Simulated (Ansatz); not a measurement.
Structure: Li2S (antifluorite), at its r2SCAN minimum. The symmetry is Fm-3m (No. 225, cubic); a = 5.691 Å in the conventional setting, 15.36 Å³ an atom. S is surrounded by 8 Li at 2.46 Å; Li is surrounded by 4 S at 2.46 Å.

```
S Li
1.0
     0.00000    2.84529    2.84529
     2.84529    0.00000    2.84529
     2.84529    2.84529    0.00000
S Li
1 2
Cartesian
  0.0000 0.0000 0.0000
  1.4226 1.4226 1.4226
  4.2679 4.2679 4.2679
```

The questions ask for values computed with the PAW code Ansatz on this geometry. (Simulation; spin polarisation is off.)

Given (8×8×8 mesh): With r2SCAN the valence top lies at Γ and the conduction bottom at X, 3.87 eV higher; the smallest vertical gap, at Γ, is 4.96 eV.

Problem. What does PBE give for the gap (8×8×8 mesh)?

Solution. With PBE the valence top lies at Γ and the conduction bottom at X, 3.39 eV higher; the smallest vertical gap, at Γ, is 4.29 eV. The gap differs by -0.48 eV from r2SCAN's.

Problem. How does the gap change from r2SCAN to HSE06 (6×6×6)?

Solution. With HSE06 the valence top lies at Γ and the conduction bottom at X, 4.34 eV higher; the smallest vertical gap, at Γ, is 5.34 eV. The gap differs by +0.46 eV from r2SCAN's.

Problem. How does the gap change from r2SCAN to PBE0 (6×6×6)?

Solution. PBE0 gives an indirect gap of 5.03 eV, from Γ to X; the least direct gap is 6.03 eV at Γ. The gap differs by +1.15 eV from r2SCAN's.

Problem. What does G0W0@PBE with 137 empty bands, a screening cutoff of 120 eV and a 4×4×4 mesh give?

Solution. 4.93 eV (PBE's gap over the path plus the quasiparticle shift read on the mesh). G0W0 moves the gap on the mesh from 3.38 eV (PBE) to 4.93 eV (Γ to X). Renormalisation factors Z lie between 0.76 and 0.82. G0W0 here is at a finite number of bands, screening cutoff and k mesh, not at the basis limit.

Problem. How strongly does the crystal screen a field with clamped ions (r2SCAN)?

Solution. ε∞: 3.63 in all directions. Born charges, averaged over directions: S -1.89, Li +0.95 e.

The meshes of the hybrids are coarse, so their gaps aren't converged to the digits shown.
